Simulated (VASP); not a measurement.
## BN in VASP 6.6.1, single-point calculation

INCAR

```
EDIFF = 1E-9
ISIF = 2
NELM = 95
LWAVE = .FALSE.
ISMEAR = -1
ENCUT = 520
GGA = PE
IBRION = -1
LASPH = .TRUE.
PREC = Accurate
NSW = 0
ISPIN = 2
LREAL = .FALSE.
MAGMOM = 2 2 2 -2
SIGMA = 0.02
NBANDS = 16
LCHARG = .FALSE.
```

KPOINTS

```
KPOINTS created by Atomic Simulation Environment
0
Gamma
15 15 8
0 0 0
```

POSCAR

```
B  N
 1.0000000000000000
     2.6457079995215311    0.0000000000288676    0.0000000000000000
    -1.3228539997857653    2.2912503385669196    0.0000000000000000
     0.0000000000000000    0.0000000000000000    4.3761279552000003
 B   N
   2   2
Cartesian
 -0.0000000000166665  1.5275002257209025 -0.0014749458806350
  1.3228539997524325  0.7637501128748850  2.1865890317193650
 -0.0000000000166665  1.5275002257209025  1.6425229290806351
  1.3228539997524325  0.7637501128748850  3.8305869066806348
```

The recommended PBE PAW datasets give the neutral cell 16 valence electrons.

Command

```
mpirun -np 1 vasp_std
```

OSZICAR

```
N       E                     dE             d eps       ncg     rms          rms(c)
DAV:   1     0.413510553681E+02    0.41351E+02   -0.82426E+03 12312   0.927E+02
DAV:   2    -0.294485885843E+02   -0.70800E+02   -0.65737E+02 17784   0.220E+02
DAV:   3    -0.319276783412E+02   -0.24791E+01   -0.24715E+01 13800   0.381E+01
DAV:   4    -0.319349728101E+02   -0.72945E-02   -0.72939E-02 14936   0.236E+00
DAV:   5    -0.319349958641E+02   -0.23054E-04   -0.23054E-04 13576   0.125E-01    0.171E+01
DAV:   6    -0.344386853106E+02   -0.25037E+01   -0.28513E+00 15656   0.197E+01    0.486E+00
DAV:   7    -0.345605765879E+02   -0.12189E+00   -0.10964E+00 14648   0.828E+00    0.295E+00
DAV:   8    -0.345484829098E+02    0.12094E-01   -0.74809E-02 14048   0.224E+00    0.151E+00
DAV:   9    -0.345489165967E+02   -0.43369E-03   -0.18226E-02 13304   0.121E+00    0.398E-01
DAV:  10    -0.345489133577E+02    0.32390E-05   -0.19432E-03 14616   0.444E-01    0.126E-01
DAV:  11    -0.345489297002E+02   -0.16342E-04   -0.29622E-04 15656   0.148E-01    0.612E-02
DAV:  12    -0.345489860722E+02   -0.56372E-04   -0.72857E-05 14952   0.713E-02    0.256E-02
DAV:  13    -0.345490058277E+02   -0.19755E-04   -0.19079E-05 14688   0.398E-02    0.134E-02
DAV:  14    -0.345490088039E+02   -0.29761E-05   -0.20326E-06 14912   0.130E-02    0.647E-03
DAV:  15    -0.345490090858E+02   -0.28192E-06   -0.20790E-07 15232   0.403E-03    0.321E-03
DAV:  16    -0.345490094073E+02   -0.32149E-06   -0.34943E-07 12824   0.443E-03    0.701E-04
DAV:  17    -0.345490093984E+02    0.88510E-08   -0.72353E-09 16152   0.881E-04    0.284E-04
DAV:  18    -0.345490093973E+02    0.10762E-08   -0.76678E-10  9488   0.244E-04    0.147E-04
DAV:  19    -0.345490093998E+02   -0.24512E-08   -0.56084E-10 10104   0.205E-04    0.245E-05
DAV:  20    -0.345490094005E+02   -0.66632E-09   -0.65552E-11  6144   0.717E-05
   1 F= -.34549009E+02 E0= -.34549009E+02  d E =-.257865E-12  mag=     0.0000
```

Standard output (part)

```
POSCAR found type information on POSCAR B N
 POSCAR found :  2 types and       4 ions
 LDA part: xc-table for (Slater+PW92), standard interpolation
 POSCAR, INCAR and KPOINTS ok, starting setup
 WAVECAR not read
 entering main loop
```

It converged. Results: pressure -32.2 GPa; magnetic moment of the cell 0.00 μB.

For comparison, a separate PBE run of the intended cell, on usual settings and not on those above, gives a gap of 5.41 eV on its mesh and a pressure of -32.2 GPa.

The run above took about 2.7 min on one core of a shared host (Intel Xeon Platinum 8488C) and held 0.24 GiB at most.
